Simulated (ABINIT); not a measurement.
The system is Os.

```
Os
1.0
     2.73410    0.00000    0.00000
    -1.36705    2.36780    0.00000
     0.00000    0.00000    4.31970
Os
2
Cartesian
  1.3671 0.7893 3.2398
  0.0000 1.5785 1.0799
```

Base run:

* Program: ABINIT 10.8.3 (patched build)
* Functional: revPBE
* Potentials or basis: JTH PAW PBE v2.0
* Cutoff: 408 eV
* k mesh: 11 × 11 × 6
* Occupations: fermi-dirac, width 0.05 eV
* Spin: no spin polarisation

Its results: band gap on the k mesh none (metal or under the smearing width); pressure 11.7 GPa.

Q: After a change of settings the same cell gave: band gap on the k mesh none (metal or under the smearing width); pressure 26.5 GPa. Which change was it?
A. functional from revPBE to WC; spin from no spin polarisation to spin-orbit coupling, no magnetisation
B. functional from revPBE to rPW86PBE
C. functional from revPBE to HCTH407
D. functional from revPBE to LDA-PZ; potentials or basis from JTH PAW PBE v2.0 to JTH PAW LDA v2.0

A: B.

Caveats: the PAW data sets were made with another functional, which shifts forces and pressure a little (some runs); so large a pressure means that the cell lies far from this level's equilibrium, or that cutoff or potentials fall short (some runs); the potentials were made for another functional, which shifts forces and pressure (some runs).

Not every run made on this cell is shown here.
